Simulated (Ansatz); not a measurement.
Rh: equation of state with HSE06

**What was measured.**

From “Thermal equation of state of rhodium characterized by XRD in a resistively heated diamond anvil cell”, 2024, pmc:11535440, for a bulk crystal of Rh: bulk modulus 264 ± 1 GPa.

The system is Rh.

```
CELL_PARAMETERS angstrom
0.00000 1.89785 1.89785
1.89785 0.00000 1.89785
1.89785 1.89785 0.00000
ATOMIC_POSITIONS crystal
Rh 0.00000 0.00000 0.00000
```

```yaml
Program: Ansatz 0.2.0
Task: equation of state
Functional: HSE06
Potentials_or_basis: Ansatz PAW
Cutoff: 420 eV
Density_cutoff: 1680 eV
k_mesh: 8 × 8 × 8
Occupations: fermi-dirac, width 0.05 eV
Spin: no spin polarisation
```

- Equilibrium volume: 13.52 Å³/atom
- Bulk modulus: 291 GPa
- Pressure derivative of the bulk modulus: 5.3

Energy against volume, from the lowest point:
```tsv
volume (Å³/atom)	energy (meV/atom)
12.851	32.57
13.125	10.25
13.398	0.00
13.671	0.43
13.945	10.16
14.218	28.21
14.492	53.45
```

All runs of the series together: 2.8 min on 2 threads of AMD EPYC 7R13 Processor (Zen 3), with other jobs on the host.

A measured bulk modulus of Rh is 264 GPa (quoted in “Thermal equation of state of rhodium characterized by XRD in a resistively heated diamond anvil cell”, 2024, pmc:11535440); the calculated 291 GPa misses it by +10.1 %. The fit is for a static lattice scaled at fixed shape and fixed fractional positions.

Caveat: the PAW data sets were made with another functional, which shifts forces and pressure a little.
